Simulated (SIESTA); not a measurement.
**CoO: equation of state with LDA**

The system is CoO.

```xyz
2
Lattice="1.5055 0.8692 2.4399 -1.5055 0.8692 2.4399 0.0000 -1.7384 2.4399" Properties=species:S:1:pos:R:3 pbc="T T T"
Co    0.0000    0.0000    0.0000
O     0.0000    0.0000    3.6599
```

The cell is a database's computed one.

- Program: SIESTA 5.4.2
- Task: equation of state
- Functional: LDA
- Potentials or basis: PseudoDojo 0.4 standard (LDA files)
- Basis: DZP (energy shift 0.003 Ry; two zetas on semicore shells)
- Grid cutoff: 800 Ry
- Energy shift: 0.003 Ry
- k mesh: 8 × 8 × 8
- Occupations: fermi-dirac, width 0.05 eV
- Spin: collinear spin, ferromagnetic start
- Starting moments: [2.0, 0.0] μB

```json
{"Equilibrium volume": "8.69 Å³/atom (rough: see the caveat)", "Bulk modulus at fixed shape and positions": "215 GPa (rough)"}
```

Energy against volume, from the lowest point:
```tsv
volume (Å³/atom)	energy (meV/atom)
9.003	0.00
9.195	10.91
9.387	25.72
9.578	44.43
9.770	66.54
9.961	91.68
10.153	119.27
```

All runs of the series together: 9.1 min on 1 thread of Arm Neoverse V2, on a shared host.

Caveat: the minimum lies outside the volumes run; short orbitals over semicore shells can move pressures by several GPa; the cell was scaled at fixed shape and fractional positions, which overstates the stiffness of a crystal with free parameters, most of all of layers and chains; the basis of atomic orbitals isn't converged, which shifts pressures, moduli and gaps.
